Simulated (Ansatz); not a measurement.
# SnH: a trial structure relaxed, part 2 of 2

Where does this trial cell of SnH go when cell and atoms are let free?

Ansatz 0.2.0; DFT PBE, scalar-relativistic, plane waves, PAW.

### Step 5. Relaxation on the finer mesh

The end of the coarse run is made exact in the group found at a tolerance of 0.06 Å and reduced to its primitive cell.

The input, input.yaml:

```yaml
crystal:
  lattice:
    - [3.0648617629, 0.0, 0.0]
    - [0.0, 3.0648617629, 0.0]
    - [0.0, 0.0, 3.3342003464]
  atoms:
    - { symbol: Sn, position: [0.0, 0.0, 0.0] }
    - { symbol: H, position: [0.5, 0.5, 0.5] }
basis:
  ecutwfc: 420
kpoints:
  mp_grid: { grid: [18, 18, 16] }
hamiltonian:
  xc: pbe
scf:
  occupations: { method: gaussian, width: 0.1 }
output:
  forces: true
  stress: true
  eigenvalues: true
  write_density: true
  write_potential: true
  elf: true
  volumetric_format: npy
relax:
  adjacent_minimum: "off"
  f_tol: 0.01
  max_steps: 80
  cell: { stress_tol: 0.05 }
```

The run is started by

```console
$ ansatz run input.yaml --threads 1 --pin off --max-ram 2560MiB --backend cpu --events-out ev --progress --plain --runs-dir out
```

The log of the run:

```text
Warning: RAYON_NUM_THREADS=1 ignored (pool sized by the plan → 1); use --threads N
Engine: ansatz 0.2.0, x86_64-unknown-linux-gnu
Pseudopotentials: kind: paw
Pseudopotential: Sn, paw, valence charge 14, recommended cutoff 420 eV (normal), Sn.paw.azcp
Pseudopotential: H, paw, valence charge 1, recommended cutoff 420 eV (normal), H.paw.azcp
Functional definition: PBE
  parameter kappa = 0.804
  parameter beta = 0.06672455060314922
  exchange = pbe_x(kappa = kappa, mu = beta*pi^2/3)
  correlation = pbe_c(beta = beta)
Crystal: 2 atoms, lattice volume = 31.319 Å³
Basis set: ecut = 420 eV, 627 PW (Γ), exchange–correlation on 48×48×48 points (8 copies of the dense FFT grid, shifted against one another)
Bands: 12, of which v1, the nominal top of the filled ones, is band 8 counted from 1 (7 counted from 0)
Symmetry: 16 space group operations
Space group: P4/mmm (ITA 123), of the structure as read, at distance tolerance 3.2e-5 Å
k-points: 495 of 5184
Non-local potential: Sn, projectors of the file, l = 0: 2, l = 1: 2, l = 2: 2, l = 3: 2
Non-local potential: H, projectors of the file, l = 0: 2, l = 1: 1
PAW form: soft (Blöchl's): semilocal exchange-correlation on the pseudo side does not see the compensation charge
PAW one-centre angular grid: Sn, 590 points (default); XC on 64 Gauss nodes
PAW one-centre angular grid: H, 110 points (default); XC on 64 Gauss nodes
Initial density: superposition of atomic densities (neutral atoms: chi_scale 0, normalization atom), corrected by the library's trained network
Initial wavefunctions: pseudopotential atomic-orbital guess
Functional: x = pbe(κ = 0.804, μ = 0.2195149727645171), c = pbe(β = 0.06672455060314922)
SCF iter   1: F=—  HF=-6038.783323 eV  |F-HF|=—  |Δ(HF+E_count)|=         —  Δρ=1.10e-3  dr2=5.34e-4  ethr=1.77e-3  ⟨swp⟩=5.1  Hψ=33441  notcnv=0
preconditioner: auto → none  [metal: Δε(μ)=0.022 eV  Ē_g=22.317 eV  σ=0.100 eV  W_gap=0.12  n_scr=6 (ndim 8)  ℏωp=25.7 eV  f_vac=0.000  D(μ)=0.63/eV (n_scr^D=2)  sad-step TF]
SCF iter   2: F=—  HF=-6038.782857 eV  |F-HF|=—  |Δ(HF+E_count)|=   4.65e-4  Δρ=8.93e-4  dr2=3.45e-4  ethr=3.56e-6  ⟨swp⟩=2.0  Hψ=12666  notcnv=0  defer=1
SCF iter   3: F=—  HF=-6038.782843 eV  |F-HF|=—  |Δ(HF+E_count)|=   1.36e-5  Δρ=4.65e-4  dr2=4.47e-5  ethr=2.30e-6  ⟨swp⟩=2.0  Hψ=9303  notcnv=0  defer=1
SCF iter   4: F=—  HF=-6038.782833 eV  |F-HF|=—  |Δ(HF+E_count)|=   1.00e-5  Δρ=2.81e-4  dr2=1.53e-5  ethr=2.98e-7  ⟨swp⟩=2.2  Hψ=9272  notcnv=0  defer=1
SCF iter   5: F=—  HF=-6038.782824 eV  |F-HF|=—  |Δ(HF+E_count)|=   9.91e-6  Δρ=1.07e-4  dr2=2.36e-6  ethr=1.02e-7  ⟨swp⟩=2.0  Hψ=8166  notcnv=0  defer=1
SCF iter   6: F=-6038.782822 eV  HF=-6038.782822 eV  |F-HF|=7.49e-8  |Δ(HF+E_count)|=   1.38e-6  Δρ=1.62e-5  dr2=6.63e-8  ethr=6.67e-10  ⟨swp⟩=8.5  Hψ=41006  notcnv=0
SCF 1 converged in 6 iterations: F = -6038.782822 eV  dr2 = 6.63e-8
relax step   1: F+E_penalty+E_count = -6038.78282211 eV  Δ(F+E_penalty+E_count) = +0.000e0 eV  max|allowed force component| = 3.612e-30 eV/Å  Δτ_max = 0.0000 Å  P = -0.451 GPa  Ω = 31.319 Å³  (6 SCF iters, dr2 threshold 1.00e-7 eV, accepted)
Crystal: 2 atoms, lattice volume = 30.688 Å³
Basis set: ecut = 420 eV, 603 PW (Γ), exchange–correlation on 48×48×48 points (8 copies of the dense FFT grid, shifted against one another)
Initial density: handed on by an earlier stage of this run
Initial wavefunctions: those handed on with the density
iter 1 solved again at ethr=4.07e-5 eV; its pass at ethr=3.10e-3 eV (dr2=6.10e-3 eV) is discarded
SCF iter   1: F=—  HF=-6038.804108 eV  |F-HF|=—  |Δ(HF+E_count)|=         —  Δρ=3.50e-3  dr2=6.38e-3  ethr=4.07e-5  ⟨swp⟩=1.1  Hψ=47353  notcnv=0
preconditioner: auto → none  [metal: Δε(μ)=0.014 eV  Ē_g=22.418 eV  σ=0.100 eV  W_gap=0.08  n_scr=6 (ndim 8)  ℏωp=26.0 eV  f_vac=0.000  D(μ)=0.81/eV (n_scr^D=6)]
SCF iter   2: F=—  HF=-6038.802087 eV  |F-HF|=—  |Δ(HF+E_count)|=   2.02e-3  Δρ=9.87e-4  dr2=4.17e-4  ethr=4.07e-5  ⟨swp⟩=1.6  Hψ=6434  notcnv=0
SCF iter   3: F=—  HF=-6038.801998 eV  |F-HF|=—  |Δ(HF+E_count)|=   8.99e-5  Δρ=1.65e-4  dr2=7.68e-6  ethr=2.78e-6  ⟨swp⟩=2.0  Hψ=6949  notcnv=0
SCF iter   4: F=—  HF=-6038.802001 eV  |F-HF|=—  |Δ(HF+E_count)|=   3.68e-6  Δρ=4.27e-5  dr2=7.25e-7  ethr=5.12e-8  ⟨swp⟩=2.4  Hψ=9441  notcnv=0
SCF iter   5: F=-6038.802001 eV  HF=-6038.802001 eV  |F-HF|=2.90e-9  |Δ(HF+E_count)|=   2.43e-7  Δρ=6.23e-6  dr2=4.40e-9  ethr=1.33e-9  ⟨swp⟩=9.2  Hψ=42241  notcnv=0
SCF 2 converged in 5 iterations: F = -6038.802001 eV  dr2 = 4.40e-9
relax step   2: F+E_penalty+E_count = -6038.80200101 eV  Δ(F+E_penalty+E_count) = -1.918e-2 eV  max|allowed force component| = 9.861e-32 eV/Å  Δτ_max = 0.0000 Å  P = +0.178 GPa  Ω = 30.688 Å³  energy of the carried Pulay correction = +4.160e-4 eV  (5 SCF iters, dr2 threshold 2.00e-7 eV, accepted)
Crystal: 2 atoms, lattice volume = 30.846 Å³
Basis set: ecut = 420 eV, 619 PW (Γ), exchange–correlation on 48×48×48 points (8 copies of the dense FFT grid, shifted against one another)
iter 1 solved again at ethr=1.32e-5 eV; its pass at ethr=3.10e-3 eV (dr2=1.97e-3 eV) is discarded
SCF iter   1: F=—  HF=-6038.804813 eV  |F-HF|=—  |Δ(HF+E_count)|=         —  Δρ=2.02e-3  dr2=2.07e-3  ethr=1.32e-5  ⟨swp⟩=1.4  Hψ=48274  notcnv=0
preconditioner: auto → none  [metal: Δε(μ)=0.004 eV  Ē_g=22.398 eV  σ=0.100 eV  W_gap=0.02  n_scr=6 (ndim 8)  ℏωp=25.9 eV  f_vac=0.000  D(μ)=0.82/eV (n_scr^D=6)]
SCF iter   2: F=—  HF=-6038.804163 eV  |F-HF|=—  |Δ(HF+E_count)|=   6.50e-4  Δρ=5.86e-4  dr2=1.45e-4  ethr=1.32e-5  ⟨swp⟩=1.6  Hψ=6464  notcnv=0
SCF iter   3: F=—  HF=-6038.804133 eV  |F-HF|=—  |Δ(HF+E_count)|=   3.00e-5  Δρ=1.23e-4  dr2=4.81e-6  ethr=9.67e-7  ⟨swp⟩=2.1  Hψ=7355  notcnv=0
SCF iter   4: F=—  HF=-6038.804133 eV  |F-HF|=—  |Δ(HF+E_count)|=   2.05e-7  Δρ=4.51e-5  dr2=5.87e-7  ethr=3.21e-8  ⟨swp⟩=2.6  Hψ=9675  notcnv=0
SCF iter   5: F=-6038.804133 eV  HF=-6038.804133 eV  |F-HF|=2.25e-9  |Δ(HF+E_count)|=   1.06e-7  Δρ=4.26e-6  dr2=3.65e-9  ethr=1.33e-9  ⟨swp⟩=9.0  Hψ=40942  notcnv=0
SCF 3 converged in 5 iterations: F = -6038.804133 eV  dr2 = 3.65e-9
relax step   3: F+E_penalty+E_count = -6038.80413344 eV  Δ(F+E_penalty+E_count) = -2.132e-3 eV  max|allowed force component| = 7.396e-32 eV/Å  Δτ_max = 0.0000 Å  P = -0.219 GPa  Ω = 30.846 Å³  energy of the carried Pulay correction = +3.484e-4 eV  (5 SCF iters, dr2 threshold 2.00e-7 eV, accepted)
Crystal: 2 atoms, lattice volume = 30.694 Å³
iter 1 solved again at ethr=5.43e-7 eV; its pass at ethr=3.10e-3 eV (dr2=8.14e-5 eV) is discarded
SCF iter   1: F=—  HF=-6038.804549 eV  |F-HF|=—  |Δ(HF+E_count)|=         —  Δρ=4.85e-4  dr2=1.16e-4  ethr=5.43e-7  ⟨swp⟩=2.1  Hψ=45844  notcnv=0
preconditioner: auto → none  [metal: Δε(μ)=0.012 eV  Ē_g=22.413 eV  σ=0.100 eV  W_gap=0.07  n_scr=6 (ndim 8)  ℏωp=26.0 eV  f_vac=0.000  D(μ)=0.78/eV (n_scr^D=6)]
SCF iter   2: F=—  HF=-6038.804513 eV  |F-HF|=—  |Δ(HF+E_count)|=   3.56e-5  Δρ=1.41e-4  dr2=7.97e-6  ethr=5.43e-7  ⟨swp⟩=2.1  Hψ=6950  notcnv=0
SCF iter   3: F=—  HF=-6038.804512 eV  |F-HF|=—  |Δ(HF+E_count)|=   1.55e-6  Δρ=3.46e-5  dr2=3.69e-7  ethr=5.31e-8  ⟨swp⟩=2.3  Hψ=7628  notcnv=0
SCF iter   4: F=-6038.804512 eV  HF=-6038.804512 eV  |F-HF|=9.39e-9  |Δ(HF+E_count)|=   1.71e-8  Δρ=1.27e-5  dr2=4.16e-8  ethr=1.33e-9  ⟨swp⟩=8.9  Hψ=41648  notcnv=0
SCF 4 converged in 4 iterations: F = -6038.804512 eV  dr2 = 4.16e-8
relax step   4: F+E_penalty+E_count = -6038.80451191 eV  Δ(F+E_penalty+E_count) = -3.785e-4 eV  max|allowed force component| = 1.972e-31 eV/Å  Δτ_max = 0.0000 Å  P = +0.053 GPa  Ω = 30.694 Å³  energy of the carried Pulay correction = +4.315e-4 eV  (4 SCF iters, dr2 threshold 2.00e-7 eV, accepted)
Crystal: 2 atoms, lattice volume = 30.722 Å³
iter 1 solved again at ethr=1.56e-8 eV; its pass at ethr=3.10e-3 eV (dr2=2.33e-6 eV) is discarded
SCF iter   1: F=—  HF=-6038.804508 eV  |F-HF|=—  |Δ(HF+E_count)|=         —  Δρ=7.72e-5  dr2=3.09e-6  ethr=1.56e-8  ⟨swp⟩=2.1  Hψ=45369  notcnv=0
preconditioner: auto → none  [metal: Δε(μ)=0.001 eV  Ē_g=22.413 eV  σ=0.100 eV  W_gap=0.01  n_scr=6 (ndim 8)  ℏωp=25.9 eV  f_vac=0.000  D(μ)=0.79/eV (n_scr^D=6)]
SCF iter   2: F=—  HF=-6038.804507 eV  |F-HF|=—  |Δ(HF+E_count)|=   5.19e-7  Δρ=1.93e-5  dr2=1.74e-7  ethr=1.56e-8  ⟨swp⟩=2.1  Hψ=6958  notcnv=0
SCF iter   3: F=-6038.804507 eV  HF=-6038.804507 eV  |F-HF|=3.84e-9  |Δ(HF+E_count)|=   5.18e-8  Δρ=4.62e-6  dr2=7.40e-9  ethr=1.12e-10  ⟨swp⟩=8.5  Hψ=34975  notcnv=0
SCF 5 converged in 3 iterations: F = -6038.804507 eV  dr2 = 7.40e-9
relax step   5: F+E_penalty+E_count = -6038.80450741 eV  Δ(F+E_penalty+E_count) = +4.501e-6 eV  max|allowed force component| = 2.958e-31 eV/Å  Δτ_max = 0.0000 Å  P = +0.001 GPa  Ω = 30.722 Å³  energy of the carried Pulay correction = +4.161e-4 eV  (3 SCF iters, dr2 threshold 1.68e-8 eV, accepted)
Initial wavefunctions: pseudopotential atomic-orbital guess (no wavefunctions were taken with the density)
iter 1 solved again at ethr=1.30e-7 eV; its pass at ethr=3.10e-3 eV (dr2=1.94e-5 eV) is discarded
SCF iter   1: F=—  HF=-6038.804312 eV  |F-HF|=—  |Δ(HF+E_count)|=         —  Δρ=1.21e-4  dr2=3.43e-7  ethr=1.30e-7  ⟨swp⟩=2.7  Hψ=47411  notcnv=0
preconditioner: auto → none  [metal: Δε(μ)=0.001 eV  Ē_g=22.412 eV  σ=0.100 eV  W_gap=0.01  n_scr=6 (ndim 8)  ℏωp=25.9 eV  f_vac=0.000  D(μ)=0.79/eV (n_scr^D=6)]
SCF iter   2: F=—  HF=-6038.804323 eV  |F-HF|=—  |Δ(HF+E_count)|=   1.06e-5  Δρ=6.09e-5  dr2=8.27e-8  ethr=2.29e-9  ⟨swp⟩=2.1  Hψ=7225  notcnv=0
SCF iter   3: F=—  HF=-6038.804326 eV  |F-HF|=—  |Δ(HF+E_count)|=   3.40e-6  Δρ=5.74e-6  dr2=7.33e-9  ethr=5.52e-10  ⟨swp⟩=2.0  Hψ=7256  notcnv=0
SCF iter   4: F=—  HF=-6038.804326 eV  |F-HF|=—  |Δ(HF+E_count)|=   1.11e-8  Δρ=8.98e-7  dr2=7.67e-11  ethr=4.89e-11  ⟨swp⟩=3.0  Hψ=9728  notcnv=0
SCF iter   5: F=-6038.804326 eV  HF=-6038.804326 eV  |F-HF|=4.55e-12  |Δ(HF+E_count)|=  2.14e-10  Δρ=6.40e-8  dr2=5.05e-13  ethr=1.00e-12  ⟨swp⟩=5.4  Hψ=20737  notcnv=0
SCF 6 converged in 5 iterations: F = -6038.804326 eV  dr2 = 5.05e-13
relax step   6: F+E_penalty+E_count = -6038.80432628 eV  Δ(F+E_penalty+E_count) = +1.811e-4 eV  max|allowed force component| = 1.048e-31 eV/Å  Δτ_max = 0.0000 Å  P = -0.004 GPa  Ω = 30.722 Å³  stress off target by 3.03e-2 GPa  SCF on the basis re-selected at this cell (its energy is not comparable with the rows above)  (5 SCF iters)
basis re-selected at this cell: Δ(F+E_penalty+E_count) = +1.811e-4 eV, ΔP = -0.005 GPa vs the last step (what re-selecting the basis moved, of the pressure what is left beyond the Pulay correction that the steps carried, after the strain that the cell walked since its last selection, with what the two solves' SCF thresholds leave and, on support functions, any second-order correction that the steps lacked; it is no measure of the basis error at this ecutwfc). This SCF's stress stands 3.03e-2 GPa from its target on what of the cell is left free (relax.cell.stress_tol is 5.00e-2 GPa) and its largest allowed force component is 1.05e-31 eV/Å (relax.f_tol is 1.00e-2 eV/Å): within both
SCF converged after 5 iterations
Free energy (F): -6038.804326 eV
Harris-Foulkes:  -6038.804326 eV  (|F-HF|=4.55e-12)
Internal energy: -6038.800398 eV  (E = F + TS)
E sigma→0 (E₀):  -6038.802362 eV
Entropy (-TS):   -0.003928 eV (-1.964 meV/atom)
Fermi energy:    9.640361 eV
--- Per-component energies (eV) ---
  E_band       = -93.185157
  E_kinetic    = 197.948002
  E_local      = -885.354520  (includes V_loc(G=0)·N_el)
  E_nonlocal   = -31.457634
  E_hartree    = 543.030207
  E_xc         = -391.295923
  E_vxc        = -107.204957  (∫ρ·V_xc dr)
  E_paw        = -4135.138264  (= ΣΔE_a)
  E_vpaw       = -353.175490  (= ΣTr[D̂ρ^β])
  E_aug_tail   = -0.000960  (compensation charges beyond the density's cutoff)
  E_ewald      = -1336.531307
  E_smearing   = -0.003928  (= −TS)
  E_closure    = 0.000000  (closes the sum)
  Σ components = -6038.804326   (vs F -6038.804326, Δ=0.00e0)
--- Forces (eV/Å), atoms counted from 1 ---
  atom   1  Sn     0.00000000     0.00000000     0.00000000
  atom   2  H     -0.00000000     0.00000000     0.00000000
  max |Σ_I F_I| component: 1.85e-31 eV/Å
--- Stress (GPa, compression-positive) ---
        0.009057      -0.000000       0.000000
       -0.000000       0.009057       0.000000
        0.000000       0.000000      -0.030264
  P = ⅓ Tr σ = -0.0041 GPa (-0.041 kbar)
--- Band table (eV; the first three rows and the last of 495) ---
  k-point 0: bands = ["-12.1101", "-12.1067", "-11.7816", "-11.7816", "-11.7783", "-1.6644", "10.9353", "14.0249", "14.1517", "14.1517", "17.6020", "17.6733"]
  k-point 1: bands = ["-12.1096", "-12.0972", "-11.7847", "-11.7847", "-11.7781", "-1.6032", "10.6427", "13.7447", "14.2163", "14.2163", "17.7193", "18.2669"]
  k-point 2: bands = ["-12.1080", "-12.0701", "-11.7935", "-11.7935", "-11.7773", "-1.4194", "9.7932", "13.4056", "14.4078", "14.4078", "17.8574", "19.7148"]
  k-point 494: bands = ["-11.9621", "-11.9609", "-11.9609", "-11.6833", "-11.6769", "8.0840", "8.1338", "9.5146", "9.5146", "9.5655", "14.3537", "14.3691"]
--- Relaxed structure (5 steps of the walk, 5 accepted, 1 SCFs on fresh bases) ---
  F+E_penalty+E_count = -6038.80432628 eV   max|allowed force component| = 1.048e-31 eV/Å   (the final SCF, on the basis selected at the relaxed cell)
  cell:  # Å, volume = 30.7221 Å³
    - [3.127471006710506, -2.8089120696841073e-34, -8.95925883206131e-33]
    - [-9.363040232280358e-35, 3.127471006710506, 1.4980864371648573e-33]
    - [-1.056146277766472e-32, 1.629737555603803e-33, 3.140969628810028]
  atoms:
    - { symbol: Sn, position: [-9.395174022627614e-35, -1.1659588924227607e-35, -1.1507447551034621e-35] }
    - { symbol: H, position: [0.5, 0.5, 0.5] }
```

Run time: 33 s. Hardware: 1 thread of Intel Xeon 6975P-C (Granite Rapids), shared host; peak memory 0.55 GiB.

Relaxation path:

```
step  E - E(step 1) (eV/cell)  largest force component (eV/Å)  pressure (GPa)  volume (Å³)
   1                   0.0000                          0.0000           -0.45        31.32
   2                  -0.0192                          0.0000            0.18        30.69
   3                  -0.0213                          0.0000           -0.22        30.85
   4                  -0.0217                          0.0000            0.05        30.69
   5                  -0.0217                          0.0000            0.00        30.72
   6                  -0.0215                          0.0000            0.00        30.72
```

Step 1 is the start. Step 6 repeats the geometry before it on a plane-wave basis chosen anew for that cell, so its energy need not be comparable with the rows above.

|  | before | after | change |
| --- | --- | --- | --- |
| a (Å) | 3.065 | 3.127 | +2.0 % |
| b (Å) | 3.065 | 3.127 | +2.0 % |
| c (Å) | 3.334 | 3.141 | -5.8 % |
| volume (Å³/atom) | 15.66 | 15.36 | -1.9 % |
| shortest distance (Å) | 2.734 | 2.712 | -0.8 % |
| space group (0.01 Å) | P4/mmm | P4/mmm | same |

The run keeps the 16 symmetry operations of the start, so it could not have lowered the symmetry.

Density in a lattice plane of the grid's cell (edges 3.13 and 3.14 Å, at 0.500 of the third edge), which holds H.

Values in e/Å³, 12 rows by 12 columns:
```
0.18 0.17 0.14 0.12 0.09 0.08 0.08 0.08 0.09 0.12 0.14 0.17
0.15 0.14 0.13 0.11 0.11 0.10 0.11 0.10 0.11 0.11 0.13 0.14
0.12 0.12 0.11 0.12 0.14 0.16 0.17 0.16 0.14 0.12 0.11 0.12
0.09 0.09 0.11 0.14 0.20 0.31 0.38 0.31 0.20 0.14 0.11 0.09
0.07 0.08 0.10 0.16 0.31 0.61 0.90 0.61 0.31 0.16 0.10 0.08
0.07 0.08 0.11 0.17 0.38 0.90 1.51 0.90 0.38 0.17 0.11 0.08
0.07 0.08 0.10 0.16 0.31 0.61 0.90 0.61 0.31 0.16 0.10 0.08
0.09 0.09 0.11 0.14 0.20 0.31 0.38 0.31 0.20 0.14 0.11 0.09
0.12 0.12 0.11 0.12 0.14 0.16 0.17 0.16 0.14 0.12 0.11 0.12
0.15 0.14 0.13 0.11 0.11 0.10 0.11 0.10 0.11 0.11 0.13 0.14
0.18 0.17 0.14 0.12 0.09 0.08 0.08 0.08 0.09 0.12 0.14 0.17
0.19 0.18 0.15 0.12 0.09 0.07 0.07 0.07 0.09 0.12 0.15 0.18
```
Columns run along the first of these edges and rows up along the second, over one cell in 12 and 12 even steps from the bottom left corner. Atoms in the plane (fractional): H at (0.50, 0.50).

ELF in the same plane.

Ten even steps from '0' (0.08) to '9' (1.00):
```
333222110000000001122233
332221110000000001112223
222221111111111111112222
222111111223332211111122
111111123455655432111111
111111235678887653211111
000012357899999875321000
000012468999999986421000
000013579999999997531000
000023689999999998632000
000013579999999997531000
000012468999999986421000
000012357899999875321000
111111235678887653211111
111111123455655432111111
222111111223332211111122
222221111111111111112222
332221110000000001112223
333222110000000001122233
333222110000000001122233
```
Columns run along the first of these edges and rows up along the second, over one cell in 24 and 20 even steps from the bottom left corner. Atoms in the plane (fractional): H at (0.50, 0.50).

Both are smooth fields of the valence electrons: close to the nuclei they are not physical.

The highest ELF values outside the cores: 1.00 at H.

### Step 6. Changing settings: basis.precision f64, mp_grid.grid [12, 12, 11], eigensolver.kind davidson, mixing.algorithm anderson, mixing.beta 0.1

input.yaml: that of step 5 with these lines changed.

```diff
@@ -10,4 +10,5 @@
   ecutwfc: 420
+  precision: f64
 kpoints:
-  mp_grid: { grid: [18, 18, 16] }
+  mp_grid: { grid: [12, 12, 11] }
 hamiltonian:
@@ -16,10 +17,8 @@
   occupations: { method: gaussian, width: 0.1 }
+  eigensolver: { kind: davidson }
+  mixing: { algorithm: anderson, beta: 0.1 }
 output:
   forces: true
+  eigenvalues: true
   stress: true
-  eigenvalues: true
-  write_density: true
-  write_potential: true
-  elf: true
-  volumetric_format: npy
 relax:
```

The run is started by

```console
$ ansatz run input.yaml --threads 1 --pin off --max-ram 2560MiB --backend cpu --events-out ev --progress --plain --runs-dir out
```

The log of the run (excerpt; [...] marks lines left out):

```text
Warning: RAYON_NUM_THREADS=1 ignored (pool sized by the plan → 1); use --threads N
[...]
[... 4 set-up lines as earlier in the session ...]
[...]
Crystal: 2 atoms, lattice volume = 31.319 Å³
Basis set: ecut = 420 eV, 627 PW (Γ), exchange–correlation on 48×48×48 points (8 copies of the dense FFT grid, shifted against one another)
Bands: 12, of which v1, the nominal top of the filled ones, is band 8 counted from 1 (7 counted from 0)
[... 2 set-up lines as earlier in the session ...]
k-points: 168 of 1584
[...]
SCF iter   1: F=—  HF=-6038.783890 eV  |F-HF|=—  |Δ(HF+E_count)|=         —  Δρ=1.25e-3  dr2=6.63e-4  ethr=1.77e-3  ⟨swp⟩=10.5  Hψ=9624  notcnv=0
[...]
        0.000614       0.000000       0.000000
        0.000000       0.000614       0.000000
        0.000000       0.000000      -0.008198
  P = ⅓ Tr σ = -0.0023 GPa (-0.023 kbar)
--- Band table (eV; the first three rows and the last of 168) ---
  k-point 0: bands = ["-12.1028", "-12.0988", "-11.7755", "-11.7700", "-11.7700", "-1.6593", "10.9548", "14.0618", "14.0618", "14.2485", "17.5995", "17.7067"]
[...]
--- Relaxed structure (5 steps of the walk, 5 accepted, 1 SCFs on fresh bases) ---
  F+E_penalty+E_count = -6038.80516256 eV   max|allowed force component| = 5.547e-31 eV/Å   (the final SCF, on the basis selected at the relaxed cell)
  cell:  # Å, volume = 30.6940 Å³
    - [3.137576779358553, -3.511140087105134e-35, -2.713233480125359e-32]
    - [-8.192660203245312e-35, 3.137576779358553, -1.0299344255508393e-33]
    - [-3.0331580212191847e-32, -1.1204445694776145e-33, 3.1179137247148785]
  atoms:
    - { symbol: Sn, position: [-5.449323665639008e-35, 1.1782321439219477e-34, 1.833294340238359e-35] }
    - { symbol: H, position: [0.49999999999999994, 0.49999999999999994, 0.5000000000000001] }
```

It took 14 s on 1 thread of Intel Xeon 6975P-C (Granite Rapids), shared host; peak memory 0.39 GiB.

| run | ending | energy change | pressure (GPa) | gap (eV) | force (eV/Å) | cycles | time |
| --- | --- | --- | --- | --- | --- | --- | --- |
| step 5 | converged | 0 | 0.0 | 0.00 | 0.00 | - | 33 s |
| variant | converged | -0.4 meV/atom | 0.0 | 0.00 | 0.00 | - | 14 s |

Changing the arithmetic precision, k-point mesh, solver and mixing leaves the energy as it was (-0.4 meV/atom).

### Step 7. Results

This closing draws on all 2 parts. Changes of volume or cell count from the first structure of part 1.

| quantity | value |
| --- | --- |
| symmetry at the end (tolerance 0.05 Å) | space group Pm-3m (No. 221) |
| conventional cell | a = 3.132 Å, b = 3.132 Å, c = 3.132 Å, α = 90.00°, β = 90.00°, γ = 90.00° |
| volume | 15.36 Å³/atom |
| energy over the elements (uncorrected; H, N, O, F and Cl as molecules), grey Sn | +0.64 eV/atom |
| gap on the mesh | none (metal) |

What this shows: The symmetry goes from space group P4/mmm (No. 123) to space group Pm-3m (No. 221) (read at 0.05 Å; 0.001 Å gives P4/mmm (No. 123)), and the volume per atom shrinks by 3.2 % from the first guess. The formation energy is positive, so the separate elements lie lower. No finished test with a distortion of lower symmetry is shown, so the end may be a saddle point.
